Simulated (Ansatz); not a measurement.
Calculated ¹⁷⁹Hf nuclear quadrupole resonance for HfO2 under strain

Cell: a structure deposited in the COD, relaxed with PBE at fixed cell and then changed (z stretched by 1 %, ions relaxed).

```
CELL_PARAMETERS angstrom
5.05980 0.00000 0.00000
0.00000 10.01720 0.00000
0.00000 0.00000 5.27988
ATOMIC_POSITIONS crystal
Hf 0.74519 0.88459 0.96451
Hf 0.24519 0.61541 0.03549
Hf 0.25481 0.38459 0.53549
Hf 0.75481 0.11541 0.46451
Hf 0.25481 0.11541 0.03549
Hf 0.75481 0.38459 0.96451
Hf 0.74519 0.61541 0.46451
Hf 0.24519 0.88459 0.53549
O 0.87068 0.79035 0.62494
O 0.37068 0.70965 0.37506
O 0.12932 0.29035 0.87506
O 0.62932 0.20965 0.12494
O 0.12932 0.20965 0.37506
O 0.62932 0.29035 0.62494
O 0.87068 0.70965 0.12494
O 0.37068 0.79035 0.87506
O 0.50293 0.97653 0.26198
O 0.00293 0.52347 0.73802
O 0.49707 0.47653 0.23802
O 0.99707 0.02347 0.76198
O 0.49707 0.02347 0.73802
O 0.99707 0.47653 0.26198
O 0.50293 0.52347 0.76198
O 0.00293 0.97653 0.23802
```

Atoms are numbered from 1 in the order listed; like atoms form one site, named after its first atom.

Computed with Ansatz: DFT, PBE, plane waves and PAW, scalar-relativistic, 420 eV cutoff, Γ-centred 5×3×5 k-points, Fermi–Dirac smearing 0.02 eV.

¹⁷⁹Hf: I = 9/2, Q = 3793 mb (year-2017 value). Static lattice, zero field.

Q: At which frequencies do the ¹⁷⁹Hf NQR lines lie?

A: For I = 9/2 and η = 0 the lines are |C_Q|/24 times 1, 2, 3 and 4; η shifts the lowest up most.

```
site                atoms  V_zz (10²¹ V/m²)  C_Q (MHz)     η    line frequencies (MHz)
  Hf  1, 2, 3, 4, 5, 6, …             11.91       1092  0.20  59.4, 87.4, 135.5, 181.4
```

Q: And for ¹⁷⁷Hf (I = 7/2, Q = 3365 mb) on Hf?

A: C_Q scales with Q to 969 MHz, with lines at 78.5, 135.7, 206.8 MHz.

Without spin–orbit coupling the gradients at and beside Hf can be off by some per cent, at some sites by more.
